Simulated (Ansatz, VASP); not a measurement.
# MgO in VASP and in Ansatz

Contents of POSCAR:

```
MgO
1.0
    0.0000000000      2.1021671475      2.1021671475
    2.1021671475      0.0000000000      2.1021671475
    2.1021671475      2.1021671475      0.0000000000
Mg O
1 1
Direct
    0.0000000000      0.0000000000      0.0000000000
    0.5000000000      0.5000000000      0.5000000000
```

INCAR.step1

```
SYSTEM = MgO
PREC = Accurate ; ENCUT = 520
ISMEAR = 0 ; SIGMA = 0.01
LREAL = .FALSE. ; LASPH = .TRUE.
NELM = 80 ; NBANDS = 11
GGA = PE ; ALGO = Normal
EDIFF = 1E-4 ; LWAVE = .TRUE.
LCHARG = .FALSE.
```

Contents of INCAR.step2:

```
SYSTEM = MgO
PREC = Accurate ; ENCUT = 520
EDIFF = 1E-6 ; ISMEAR = 0
SIGMA = 0.01 ; LREAL = .FALSE.
LASPH = .TRUE. ; NELM = 80
ALGO = Normal ; ISIF = 2
LWAVE = .FALSE. ; LCHARG = .FALSE.
METAGGA = R2SCAN ; LMIXTAU = .TRUE.
NBANDS = 11 ; ISTART = 1
```

KPOINTS

```
Automatic mesh
0
G
  10 10 10
  0 0 0
```

Input for Ansatz:

```yaml
crystal:
  lattice:
    - [0.0, 2.10216714754, 2.10216714754]
    - [2.10216714754, 0.0, 2.10216714754]
    - [2.10216714754, 2.10216714754, 0.0]
  atoms:
    - { symbol: Mg, position: [0.0, 0.0, 0.0] }
    - { symbol: O, position: [0.5, 0.5, 0.5] }
kpoints:
  mp_grid: { grid: [10, 10, 10] }
scf:
  occupations: { method: fixed }
hamiltonian:
  xc: r2scan
  pseudopotentials: { kind: paw }
output:
  forces: true
  stress: true
  eigenvalues: true
  eigenstates:
    nscf_kmesh: { grid: [16, 16, 16] }
    de_dk: true
    e_range: [-9, 15.68488697454]
  optics:
    e_range: [0, 25]
    de: 0.2
    sigma: 0.15
    bands: { spectra_wanted_up_to: 25 }
    nscf_kmesh: { grid: [16, 16, 16] }
checkpoint:
  write: ck
  write_wavefunctions: false
```

Alike in both runs: task single point; functional r2SCAN; k mesh 10 × 10 × 10; no spin polarisation.

```csv
,VASP,Ansatz
version,VASP 6.6.1,Ansatz 0.2.0
potentials or method,"VASP PAW PBE potentials, release 64 (Mg, O)","PAW with Ansatz's default frozen-core files, scalar-relativistic"
plane-wave cutoff (eV),520,500
occupations,"gaussian, width 0.01 eV",fixed
valence electrons in the cell,8,16
```

|  | VASP | Ansatz | Ansatz less VASP |
| --- | --- | --- | --- |
| gap on the k mesh at the Fermi level (eV) | 5.66 | 5.68 | +0.025 |
| pressure (GPa) | -1.1 | 0.0 | +1.15 |

The two sets of potentials don't hold the same shells in valence.

Caveats: the PAW data sets were made with another functional, which shifts forces and pressure a little (VASP). r2SCAN opens gaps a little over a GGA but as a rule still falls short of measured ones.
